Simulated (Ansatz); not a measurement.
Input and command of a plane-wave DFT calculation in Ansatz:

```yaml
crystal:
  lattice:
    - [3.1962448307, 0.0, 0.0]
    - [0.0, 7.8291689282, 0.0]
    - [0.0, 0.0, 25.1494404736]
  atoms:
    - { symbol: B, position: [0.5, 0.6666666667, 0.2982173702] }
    - { symbol: P, position: [0.5, 0.4166666667, 0.2982173702] }
    - { symbol: B, position: [0.0, 0.3333333333, 0.3349051211] }
    - { symbol: P, position: [0.0, 0.0833333333, 0.3349051211] }
    - { symbol: B, position: [0.5, 0.0, 0.3715928719] }
    - { symbol: P, position: [0.5, 0.75, 0.3715928719] }
    - { symbol: B, position: [0.0, 0.6666666667, 0.4082806228] }
    - { symbol: P, position: [0.0, 0.4166666667, 0.4082806228] }
    - { symbol: B, position: [0.5, 0.3333333333, 0.4449683737] }
    - { symbol: P, position: [0.5, 0.0833333333, 0.4449683737] }
    - { symbol: B, position: [0.0, 0.0, 0.4816561246] }
    - { symbol: P, position: [0.0, 0.75, 0.4816561246] }
    - { symbol: B, position: [0.5, 0.6666666667, 0.5183438754] }
    - { symbol: P, position: [0.5, 0.4166666667, 0.5183438754] }
    - { symbol: B, position: [0.0, 0.3333333333, 0.5550316263] }
    - { symbol: P, position: [0.0, 0.0833333333, 0.5550316263] }
    - { symbol: B, position: [0.5, 0.0, 0.5917193772] }
    - { symbol: P, position: [0.5, 0.75, 0.5917193772] }
    - { symbol: B, position: [0.0, 0.6666666667, 0.6284071281] }
    - { symbol: P, position: [0.0, 0.4166666667, 0.6284071281] }
    - { symbol: B, position: [0.5, 0.3333333333, 0.6650948789] }
    - { symbol: P, position: [0.5, 0.0833333333, 0.6650948789] }
    - { symbol: B, position: [0.0, 0.0, 0.7017826298] }
    - { symbol: P, position: [0.0, 0.75, 0.7017826298] }
basis:
  ecutwfc: 420
kpoints:
  mp_grid: { grid: [8, 4, 1] }
hamiltonian:
  xc: pbesol
scf:
  occupations: { method: fermi_dirac, width: 0.025 }
output:
  forces: true
  stress: true
  eigenvalues: true
efield:
  axis: 3
  dipole_correction: true
  ramp_width: 0.04
```

```bash
ansatz run input.yaml --threads 2 --pin off --max-ram 5120MiB --backend cpu --events-out ev --progress --plain --runs-dir out
```

Processor: Intel(R) Xeon(R) 6975P-C (Granite Rapids), 2 threads, on a host shared with other jobs.

Question: Estimate time, memory and problem size.

Answer: About 21 s on 2 threads of Intel(R) Xeon(R) 6975P-C (Granite Rapids), with other jobs on the host, peak memory 1.2 GiB. It solves 72 bands at 15 k points (the mesh reduced by symmetry) with about 12329 plane waves, in 14 SCF iterations.
